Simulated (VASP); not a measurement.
# PtS2 (P-3m1) in VASP: notebook

One crystal, PtS2, is run at these levels: r2SCAN; tasks: single point.

Program: VASP 6.6.1. These are calculated values, not measurements. Logs are shortened: lines on timing, memory, paths and dates and some standing lists are left out, and cuts for length are marked.

## 1. The structure

The structure is trigonal, space group P-3m1 (No. 164). The conventional cell has a = 3.543 Å, b = 3.543 Å, c = 5.039 Å, α = 90.00°, β = 90.00°, γ = 120.00°. Pt (site symmetry -3m) has 6 S at 2.34 Å as nearest neighbours. S (site symmetry 3m) has 3 Pt at 2.34 Å as nearest neighbours.

## 2. Single point, r2SCAN

INCAR reads:

```
SYSTEM = PtS2
  PREC = Accurate
  ENCUT = 400
  EDIFF = 1E-7
  ISMEAR = 0
  SIGMA = 0.05
  LREAL = .FALSE.
  LASPH = .FALSE.
  NELM = 100
  ALGO = Normal
  ISIF = 2
  LWAVE = .FALSE.
  LCHARG = .FALSE.
  METAGGA = R2SCAN
  LMIXTAU = .TRUE.
  ADDGRID = .FALSE.
```

KPOINTS reads:

```
regular mesh
0
G
  4 4 2
  0 0 0
```

POSCAR reads:

```
PtS2
1.0
    3.5432000000      0.0000000000      0.0000000000
   -1.7716000000      3.0685012107      0.0000000000
    0.0000000000      0.0000000000      5.0388000000
Pt S
1 2
Direct
    0.0000000000      0.0000000000      0.0000000000
    0.6666666667      0.3333333333      0.7730000000
    0.3333333333      0.6666666667      0.2270000000
```

Potentials or basis: VASP PAW PBE potentials, release 64 (Pt, S).

The run is started by

```sh
$ cat potpaw_PBE.64/Pt/POTCAR potpaw_PBE.64/S/POTCAR > POTCAR
$ mpirun -np 1 vasp_std > vasp.out
```

OUTCAR:

```text
SYSTEM = PtS2
   PREC = Accurate
   ENCUT = 400
   EDIFF = 1E-7
   ISMEAR = 0
   LREAL = .FALSE.
   LASPH = .FALSE.
   NELM = 100
   ISIF = 2
   METAGGA = R2SCAN
     LASPH = .TRUE.)

 Found      8 irreducible k-points:

 Following reciprocal coordinates:
            Coordinates               Weight
  0.000000  0.000000  0.000000      1.000000
  0.250000  0.000000  0.000000      6.000000
  0.500000  0.000000  0.000000      3.000000
  0.250000  0.250000  0.000000      6.000000
  0.000000  0.000000  0.500000      1.000000
  0.250000  0.000000  0.500000      6.000000
   k-points           NKPTS =      8   k-points in BZ     NKDIM =      8   number of bands    NBANDS=     15
   number of dos      NEDOS =    301   number of ions     NIONS =      3
   total plane-waves  NPLWV =  20736
   dimension x,y,z NGX =    24 NGY =   24 NGZ =   36
   dimension x,y,z NGXF=    48 NGYF=   48 NGZF=   72
   ions per type =               1   2
   NGX,Y,Z   is equivalent  to a cutoff of  11.26, 11.26, 11.88 a.u.
   NGXF,Y,Z  is equivalent  to a cutoff of  22.52, 22.52, 23.76 a.u.
 SYSTEM =  PtS2
   PREC   = accura    normal or accurate (medium, high low for compatibility)
   ISTART =      0    job   : 0-new  1-cont  2-samecut
   ICHARG =      2    charge: 1-file 2-atom 10-const
   ISPIN  =      1    spin polarized calculation?
   LNONCOLLINEAR =      F non collinear calculations
   LSORBIT =      F    spin-orbit coupling
   LASPH  =      F    aspherical Exc in radial PAW
   ENCUT  =  400.0 eV  29.40 Ry    5.42 a.u.   5.78  5.78  8.22*2*pi/ulx,y,z
   NELM   =    100;   NELMIN=  2; NELMDL= -5     # of ELM steps
   EDIFF  = 0.1E-06   stopping-criterion for ELM
   LREAL  =      F    real-space projection
   EDIFFG = 0.1E-05   stopping-criterion for IOM
   NSW    =      0    number of steps for IOM
   IBRION =     -1    ionic relax: 0-MD 1-quasi-New 2-CG
   NFREE  =      0    steps in history (QN), initial steepest desc. (CG)
   ISIF   =      2    stress and relaxation
   ISYM   =      2    0-nonsym 1-usesym 2-fastsym
   POTIM  = 0.5000    time-step for ionic-motion
   TEBEG  =    0.0;   TEEND  =   0.0 temperature during run
   PSTRESS=    0.0 pullay stress
   NELECT =      22.0000    total number of electrons
   NUPDOWN=      -1.0000    fix difference up-down
   EMIN   =  10.00;   EMAX   =-10.00  energy-range for DOS
   EFERMI =   0.00;   METHOD = LEGACY
   ISMEAR =     0;   SIGMA  =   0.05  broadening in eV -4-tet -1-fermi 0-gaus
   EFERMI_NEDOS =   21; number of points for ismear=-14 and -15
   IALGO  =     38    algorithm
   IMIX   =      4    mixing-type and parameters
     AMIX     =   0.40;   BMIX     =  1.00
     AMIX_MAG =   1.60;   BMIX_MAG =  1.00
  volume/ion in A,a.u.               =      18.26       123.23
  Fermi-wavevector in a.u.,A,eV,Ry     =   1.207812  2.282434 19.848315  1.458810
  Thomas-Fermi vector in A             =   2.343439
   LORBIT       =      0    0 simple, 1 ext, 2 COOP (PROOUT), +10 PAW based schemes
   METAGGA = R2SCAN    functional components
   LHFCALC =     F    Hartree Fock is set to
   AEXX    =    0.0000 exact exchange contribution
   IVDW    =     0    specifies the selected vdW correction
   LEPSILON=     F    determine dielectric tensor
   LRPA    =     F    only Hartree local field effects (RPA)
 non-spin polarized calculation
 Gauss-broadening in eV      SIGMA  =   0.05
  energy-cutoff  :      400.00
  volume of cell :       54.78
 maximum number of plane-waves:      1008
 NGX is ok and might be reduce to    24
   NGX = 11   NGY = 11   NGZ = 17

 number of electron      21.9999993 magnetization

 Free energy of the ion-electron system (eV)
  ---------------------------------------------------
  ext. energy  EPLUGINS =         0.00000000
  ---------------------------------------------------
  free energy    TOTEN  =       -68.73438611 eV

  energy without entropy =      -68.73438611  energy(sigma->0) =      -68.73438611

 E-fermi :   6.6244     XC(G=0): -11.2832

 val. band max:        6.4057928182   @ k =   0.0000   0.0000   0.0000
 cond. band min:       7.7109558004   @ k =   0.2500   0.2500   0.0000
 fundamental gap:      1.3051629822
 Fermi energy:         6.6243687735

 k-point     1 :       0.0000    0.0000    0.0000
  band No.  band energies     occupation
      1      -9.7070      2.00000
      2      -6.3461      2.00000
      3      -0.7936      2.00000
      4      -0.7936      2.00000
      5      -0.6681      2.00000
      6       2.3746      2.00000
      7       2.3746      2.00000
      8       4.6481      2.00000
      9       5.3242      2.00000
     10       5.3242      2.00000
     11       6.4058      2.00000
     12       9.1464      0.00000
     13       9.1464      0.00000
     14      11.7407      0.00000
     15      12.9061      0.00000

 k-point     2 :       0.2500    0.0000    0.0000
  band No.  band energies     occupation
      1      -8.8957      2.00000
      2      -6.8045      2.00000
      3      -0.3049      2.00000
      4      -0.2883      2.00000
      5       0.2287      2.00000
      6       1.1291      2.00000
      7       2.0083      2.00000
      8       3.3715      2.00000
      9       4.9346      2.00000
     10       4.9444      2.00000
     11       5.8347      2.00000
     12       8.2133      0.00000
     13       9.0270      0.00000
     14      12.4843      0.00000
     15      14.8123      0.00000
[... 41 lines left out ...]
      3      -0.7722      2.00000
      4      -0.7722      2.00000
      5       0.6301      2.00000
      6       2.3515      2.00000
      7       2.3515      2.00000
      8       3.9797      2.00000
      9       5.1317      2.00000
     10       5.1317      2.00000
     11       5.5984      2.00000
     12       9.6339      0.00000
     13       9.6339      0.00000
     14      12.4501      0.00000
     15      14.4627      0.00000

 k-point     6 :       0.2500    0.0000    0.5000
  band No.  band energies     occupation
      1      -8.6196      2.00000
      2      -7.2237      2.00000
      3      -0.7346      2.00000
      4      -0.2992      2.00000
      5       0.6163      2.00000
      6       1.5204      2.00000
      7       1.9823      2.00000
      8       3.4972      2.00000
      9       5.1122      2.00000
     10       5.1857      2.00000
     11       5.6604      2.00000
     12       7.8241      0.00000
     13       8.7022      0.00000
     14      12.5081      0.00000
     15      14.2566      0.00000

 [... further k-points ...]

------------------------ aborting loop because EDIFF is reached ----------------------------------------

  FORCE on cell =-STRESS in cart. coord.  units (eV):
  Direction    XX          YY          ZZ          XY          YZ          ZX
  --------------------------------------------------------------------------------------
  -------------------------------------------------------------------------------------
  Total        3.2260148      3.2260148      2.9634783     -0.0000000      0.0000000      0.0000000
  in kB       94.3469482     94.3469482     86.6688918     -0.0000000      0.0000000      0.0000000
  external PRESSURE =      91.7875961 kB  Pullay stress =       0.0000000 kB

 VOLUME and BASIS-vectors are now :
 -----------------------------------------------------------------------------
  energy-cutoff  :      400.00
  volume of cell :       54.78
      direct lattice vectors                 reciprocal lattice vectors
     3.543200000  0.000000000  0.000000000     0.282230752  0.162946001  0.000000000
    -1.771600000  3.068501211  0.000000000     0.000000000  0.325892001  0.000000000
     0.000000000  0.000000000  5.038800000     0.000000000  0.000000000  0.198459951

 POSITION                                       TOTAL-FORCE (eV/Angst)
 -----------------------------------------------------------------------------------
      0.00000      0.00000      0.00000         0.000000      0.000000      0.000000
      1.77160      1.02283      3.89499        -0.000000      0.000000     -1.294887
     -0.00000      2.04567      1.14381         0.000000      0.000000      1.294887
 -----------------------------------------------------------------------------------
    total drift:                                0.000000     -0.000000     -0.000000

  FREE ENERGIE OF THE ION-ELECTRON SYSTEM (eV)
  ---------------------------------------------------
  free  energy   TOTEN  =       -68.7343861074 eV

  energy  without entropy=      -68.7343861074  energy(sigma->0) =      -68.73438611
```

OSZICAR:

```text
N       E                     dE             d eps       ncg     rms          rms(c)
DAV:   1     0.466646519727E+02    0.46665E+02   -0.93852E+03   240   0.107E+03
DAV:   2    -0.710394201912E+02   -0.11770E+03   -0.11592E+03   310   0.231E+02
DAV:   3    -0.757157229542E+02   -0.46763E+01   -0.46609E+01   289   0.506E+01
[... 14 lines left out ...]
DAV:  18    -0.687343871200E+02   -0.40855E-06   -0.26405E-07   234   0.517E-03    0.538E-04
DAV:  19    -0.687343860342E+02    0.10858E-05   -0.75339E-08   197   0.294E-03    0.456E-04
DAV:  20    -0.687343861402E+02   -0.10591E-06   -0.35389E-09   127   0.550E-04    0.491E-04
DAV:  21    -0.687343860195E+02    0.12068E-06   -0.54492E-10   141   0.214E-04    0.465E-04
DAV:  22    -0.687343861074E+02   -0.87954E-07   -0.14128E-09   134   0.371E-04
   1 F= -.68734386E+02 E0= -.68734386E+02  d E =-.442384E-11
```

It took 14 s on 1 thread of Intel Xeon Platinum 8559C (Emerald Rapids), shared host; peak memory 0.15 GiB.

The run converged, but some of its settings lie outside the range that counts as converged, so its numbers aren't taken as properties of the crystal.

What came out:

* Free energy: -68.7344 eV
* Pressure: 9.2 GPa
* Largest force: 1.295 eV/Å
* Band gap on the k mesh: 1.31 eV, indirect (least direct gap 1.94 eV)

Caveat: the k mesh is coarse (spacing up to 0.62 Å⁻¹), so the values aren't converged; the PAW data sets were made with another functional, which shifts forces and pressure a little; spin-orbit coupling is left out, which moves the levels of the heavy elements.

## 3. Single point, r2SCAN

INCAR reads:

```
SYSTEM = PtS2
  PREC = Normal
  ENCUT = 400
  EDIFF = 1E-4
  ISMEAR = 0
  SIGMA = 0.05
  LREAL = Auto
  LASPH = .TRUE.
  NELM = 100
  ALGO = Normal
  ISIF = 2
  LWAVE = .FALSE.
  LCHARG = .FALSE.
  METAGGA = R2SCAN
  LMIXTAU = .TRUE.
  ADDGRID = .FALSE.
```

KPOINTS is that of step 2.

POSCAR is that of step 2.

Potentials or basis: VASP PAW PBE potentials, release 64 (Pt, S).

The run is started by

```sh
$ cat potpaw_PBE.64/Pt/POTCAR potpaw_PBE.64/S/POTCAR > POTCAR
$ mpirun -np 1 vasp_std > vasp.out
```

It took 13 s on 1 thread of Intel Xeon Platinum 8559C (Emerald Rapids), shared host; peak memory 0.12 GiB.

These settings aren't checked as converged: the numbers below hold their error.

Results:

* Free energy: -68.7549 eV
* Pressure: 9.1 GPa
* Largest force: 1.273 eV/Å
* Band gap on the k mesh: 1.31 eV, indirect (least direct gap 1.97 eV)

Caveat: the k mesh is coarse (spacing up to 0.62 Å⁻¹), so the values aren't converged; the PAW data sets were made with another functional, which shifts forces and pressure a little; spin-orbit coupling is left out, which moves the levels of the heavy elements.

## 4. Single point, r2SCAN

INCAR reads:

```
SYSTEM = PtS2
  PREC = Accurate
  ENCUT = 600
  EDIFF = 1E-7
  ISMEAR = 0
  SIGMA = 0.05
  LREAL = .FALSE.
  LASPH = .TRUE.
  NELM = 100
  ALGO = Normal
  ISIF = 2
  LWAVE = .FALSE.
  LCHARG = .FALSE.
  METAGGA = R2SCAN
  LMIXTAU = .TRUE.
  ADDGRID = .FALSE.
```

KPOINTS reads:

```
regular mesh
0
G
  3 3 2
  0 0 0
```

POSCAR is that of step 3.

Potentials or basis: VASP PAW PBE potentials, release 64 (Pt, S).

The run is started by

```sh
$ cat potpaw_PBE.64/Pt/POTCAR potpaw_PBE.64/S/POTCAR > POTCAR
$ mpirun -np 1 vasp_std > vasp.out
```

OUTCAR:

```text
SYSTEM = PtS2
   PREC = Accurate
   ENCUT = 600
   EDIFF = 1E-7
   ISMEAR = 0
   LREAL = .FALSE.
   LASPH = .TRUE.
   NELM = 100
   ISIF = 2
   METAGGA = R2SCAN

 Found      6 irreducible k-points:

 Following reciprocal coordinates:
            Coordinates               Weight
  0.000000  0.000000  0.000000      1.000000
  0.333333 -0.000000  0.000000      6.000000
  0.333333  0.333333  0.000000      2.000000
  0.000000  0.000000  0.500000      1.000000
  0.333333 -0.000000  0.500000      6.000000
  0.333333  0.333333  0.500000      2.000000
   k-points           NKPTS =      6   k-points in BZ     NKDIM =      6   number of bands    NBANDS=     15
   number of dos      NEDOS =    301   number of ions     NIONS =      3
   total plane-waves  NPLWV =  31360
   dimension x,y,z NGX =    28 NGY =   28 NGZ =   40
   dimension x,y,z NGXF=    56 NGYF=   56 NGZF=   80
   ions per type =               1   2
   NGX,Y,Z   is equivalent  to a cutoff of  13.14, 13.14, 13.20 a.u.
   NGXF,Y,Z  is equivalent  to a cutoff of  26.28, 26.28, 26.39 a.u.
 SYSTEM =  PtS2
   PREC   = accura    normal or accurate (medium, high low for compatibility)
   ISTART =      0    job   : 0-new  1-cont  2-samecut
   ICHARG =      2    charge: 1-file 2-atom 10-const
   ISPIN  =      1    spin polarized calculation?
   LNONCOLLINEAR =      F non collinear calculations
   LSORBIT =      F    spin-orbit coupling
   LASPH  =      T    aspherical Exc in radial PAW
   ENCUT  =  600.0 eV  44.10 Ry    6.64 a.u.   7.08  7.08 10.06*2*pi/ulx,y,z
   NELM   =    100;   NELMIN=  2; NELMDL= -5     # of ELM steps
   EDIFF  = 0.1E-06   stopping-criterion for ELM
   LREAL  =      F    real-space projection
   EDIFFG = 0.1E-05   stopping-criterion for IOM
   NSW    =      0    number of steps for IOM
   IBRION =     -1    ionic relax: 0-MD 1-quasi-New 2-CG
   NFREE  =      0    steps in history (QN), initial steepest desc. (CG)
   ISIF   =      2    stress and relaxation
   ISYM   =      2    0-nonsym 1-usesym 2-fastsym
   POTIM  = 0.5000    time-step for ionic-motion
   TEBEG  =    0.0;   TEEND  =   0.0 temperature during run
   PSTRESS=    0.0 pullay stress
   NELECT =      22.0000    total number of electrons
   NUPDOWN=      -1.0000    fix difference up-down
   EMIN   =  10.00;   EMAX   =-10.00  energy-range for DOS
   EFERMI =   0.00;   METHOD = LEGACY
   ISMEAR =     0;   SIGMA  =   0.05  broadening in eV -4-tet -1-fermi 0-gaus
   EFERMI_NEDOS =   21; number of points for ismear=-14 and -15
[... 21 lines left out ...]
 number of electron      22.0000001 magnetization

 Free energy of the ion-electron system (eV)
  ---------------------------------------------------
  ext. energy  EPLUGINS =         0.00000000
  ---------------------------------------------------
  free energy    TOTEN  =       -68.84330400 eV

  energy without entropy =      -68.84330400  energy(sigma->0) =      -68.84330400

 E-fermi :   6.6759     XC(G=0): -11.2825

 val. band max:        6.3989092798   @ k =   0.0000   0.0000   0.0000
 cond. band min:       7.7266950863   @ k =   0.3333   0.3333   0.0000
 fundamental gap:      1.3277858066
 Fermi energy:         6.6758918693

 k-point     1 :       0.0000    0.0000    0.0000
  band No.  band energies     occupation
      1      -9.7071      2.00000
      2      -6.3474      2.00000
      3      -0.7825      2.00000
      4      -0.7825      2.00000
      5      -0.6714      2.00000
      6       2.3660      2.00000
      7       2.3660      2.00000
      8       4.6338      2.00000
      9       5.3257      2.00000
     10       5.3257      2.00000
     11       6.3989      2.00000
     12       9.1529      0.00000
     13       9.1529      0.00000
     14      11.7361      0.00000
[... 77 lines left out ...]
      2      -7.3368      2.00000
      3      -0.2650      2.00000
      4      -0.2650      2.00000
      5      -0.2364      2.00000
      6       1.9733      2.00000
      7       1.9733      2.00000
      8       2.7912      2.00000
      9       2.8281      2.00000
     10       4.5280      2.00000
     11       4.5280      2.00000
     12       8.9187      0.00000
     13       8.9187      0.00000
     14      14.2534      0.00000
     15      14.9351      0.00000

------------------------ aborting loop because EDIFF is reached ----------------------------------------

  FORCE on cell =-STRESS in cart. coord.  units (eV):
  Direction    XX          YY          ZZ          XY          YZ          ZX
  --------------------------------------------------------------------------------------
  -------------------------------------------------------------------------------------
  Total        2.9455130      2.9455130      3.0616111      0.0000000      0.0000000      0.0000000
  in kB       86.1434853     86.1434853     89.5388512      0.0000000      0.0000000      0.0000000
  external PRESSURE =      87.2752739 kB  Pullay stress =       0.0000000 kB

 VOLUME and BASIS-vectors are now :
 -----------------------------------------------------------------------------
  energy-cutoff  :      600.00
  volume of cell :       54.78
      direct lattice vectors                 reciprocal lattice vectors
     3.543200000  0.000000000  0.000000000     0.282230752  0.162946001  0.000000000
    -1.771600000  3.068501211  0.000000000     0.000000000  0.325892001  0.000000000
     0.000000000  0.000000000  5.038800000     0.000000000  0.000000000  0.198459951

 POSITION                                       TOTAL-FORCE (eV/Angst)
 -----------------------------------------------------------------------------------
      0.00000      0.00000      0.00000        -0.000000      0.000000      0.000000
      1.77160      1.02283      3.89499         0.000000     -0.000000     -1.113948
     -0.00000      2.04567      1.14381         0.000000      0.000000      1.113948
 -----------------------------------------------------------------------------------
    total drift:                                0.000000     -0.000000      0.000000

  FREE ENERGIE OF THE ION-ELECTRON SYSTEM (eV)
  ---------------------------------------------------
  free  energy   TOTEN  =       -68.8433040012 eV

  energy  without entropy=      -68.8433040012  energy(sigma->0) =      -68.84330400
```

stdout:

```text
POSCAR found type information on POSCAR PtS
 POSCAR found :  2 types and       3 ions
 scaLAPACK will be used
 -----------------------------------------------------------------------------
|                                                                             |
|                                                                             |
|     You enforced a specific xc type in the INCAR file but a different       |
|     I HOPE YOU KNOW WHAT YOU ARE DOING!                                     |
|                                                                             |
 -----------------------------------------------------------------------------

 LDA part: xc-table for (None), standard interpolation
 POSCAR, INCAR and KPOINTS ok, starting setup
 FFT: planning ... GRIDC
 FFT: planning ... GRID_SOFT
 FFT: planning ... GRID
 WAVECAR not read
 entering main loop
```

Wall time 22 s (1 thread of Intel Xeon Platinum 8559C (Emerald Rapids), shared host); peak memory 0.17 GiB.

These settings aren't checked as converged: the numbers below hold their error.

What came out:

```
Free energy            : -68.8433 eV
Pressure               : 8.7 GPa
Largest force          : 1.114 eV/Å
Band gap on the k mesh : 1.33 eV, indirect (least direct gap 2.62 eV)
```

Caveat: the k mesh is coarse (spacing up to 0.68 Å⁻¹), so the values aren't converged; the PAW data sets were made with another functional, which shifts forces and pressure a little; spin-orbit coupling is left out, which moves the levels of the heavy elements; an odd mesh through Γ misses points on the zone boundary, where band edges often lie.

## 5. The reference run

An earlier run on the cell as given: functional PBEsol; potentials or basis VASP PAW PBE potentials, release 64 (Pt, S); cutoff 520 eV; k mesh 9 × 9 × 5; occupations fermi-dirac, width 0.05 eV; no spin polarisation.

- Pressure: 6.1 GPa
- Largest force: 0.930 eV/Å
- Band gap on the k mesh: 0.96 eV, indirect (least direct gap 1.00 eV)
